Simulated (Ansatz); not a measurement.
Input of an Ansatz 0.2.0 run:

File input.yaml:

```yaml
crystal:
  lattice:
    - [4.97558882, 0.0, 0.0]
    - [0.0, 4.97558882, 0.0]
    - [0.0, 0.0, 6.90088944]
  atoms:
    - { symbol: Si, position: [0.80324656, 0.80324656, 0.5] }
    - { symbol: Si, position: [0.69675344, 0.30324656, 0.25] }
    - { symbol: Si, position: [0.30324656, 0.69675344, 0.75] }
    - { symbol: Si, position: [0.19675344, 0.19675344, 0.0] }
    - { symbol: O, position: [0.76175763, 0.11038707, 0.43204156] }
    - { symbol: O, position: [0.88961293, 0.23824237, 0.06795844] }
    - { symbol: O, position: [0.11038707, 0.76175763, 0.56795844] }
    - { symbol: O, position: [0.26175763, 0.38961293, 0.81795844] }
    - { symbol: O, position: [0.23824237, 0.88961293, 0.93204156] }
    - { symbol: O, position: [0.73824237, 0.61038707, 0.31795844] }
    - { symbol: O, position: [0.38961293, 0.26175763, 0.18204156] }
    - { symbol: O, position: [0.61038707, 0.73824237, 0.68204156] }
hamiltonian:
  xc: pbesol
  pseudopotentials: { kind: paw }
  dispersion: d3bj
kpoints:
  mp_grid: { grid: [6, 6, 4] }
scf:
  occupations: { method: fermi_dirac, width: 0.05 }
output:
  forces: true
  stress: true
  eigenvalues: true
relax:
  f_tol: 0.01
  max_steps: 40
  cell: { stress_tol: 0.05 }
```

Potentials or basis: Ansatz PAW.

The run is started by

```bash
$ ansatz run input.yaml --threads 4 --pin off --max-ram 11264MiB --backend cpu --events-out ev --progress --plain --runs-dir out
```

What does it give for the relaxed volume?

13.56 Å³/atom.

Predict the relaxed cell.

a = 4.904 Å, b = 4.904 Å, c = 6.766 Å, α = 90.00°, β = 90.00°, γ = 90.00°.

Forces on the atoms (eV/Å):
```
Si   0.000  0.000  0.000
Si   0.000  0.000  0.000
Si   0.000  0.000  0.000
Si   0.000  0.000  0.000
O    0.000 -0.002  0.000
O    0.002  0.000  0.000
O   -0.002  0.000  0.000
O    0.000  0.002  0.000
O    0.000  0.002  0.000
O    0.000 -0.002  0.000
O    0.002  0.000  0.000
O   -0.002  0.000  0.000
```

Caveat: the plane-wave basis is chosen anew once the cell has moved, so the energies of steps on either side of that aren't comparable; the pressure holds a Pulay correction of +0.6 GPa for the finite cutoff; the PAW data sets come from PBE, with cores solved anew for the run's functional, which leaves a small shift of forces and pressure.
